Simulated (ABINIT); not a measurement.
SrO:

```
Sr O
1.0
     0.00000    2.56630    2.56630
     2.56630    0.00000    2.56630
     2.56630    2.56630    0.00000
Sr O
1 1
Cartesian
  2.5663 2.5663 2.5663
  0.0000 0.0000 0.0000
```

Base run:

- Program: ABINIT 10.8.3 (patched build)
- Functional: PBE0
- Potentials or basis: SPMS NC PBE v1.0
- Cutoff: 952 eV
- k mesh: 6 × 6 × 6
- Occupations: fermi-dirac, width 0.05 eV
- Spin: no spin polarisation

Its results: band gap on the k mesh 6.47 eV, indirect (least direct gap 6.57 eV).

Problem. After a change of settings the same cell gave: band gap on the k mesh 4.64 eV, indirect (least direct gap 4.74 eV). Which change was it?
A. share of exact exchange from 0.35 to 0.05
B. share of exact exchange from 0.35 to 0.15
C. functional from PBE0 to PBE-EpsX; occupations from fermi-dirac, width 0.05 eV to fixed
D. share of exact exchange from 0.35 to 0.25

Solution. B.

Caveats: exact exchange is summed on a coarse mesh, which widens gaps by tenths of an eV.

Runs at the PBE level aren't shown here.
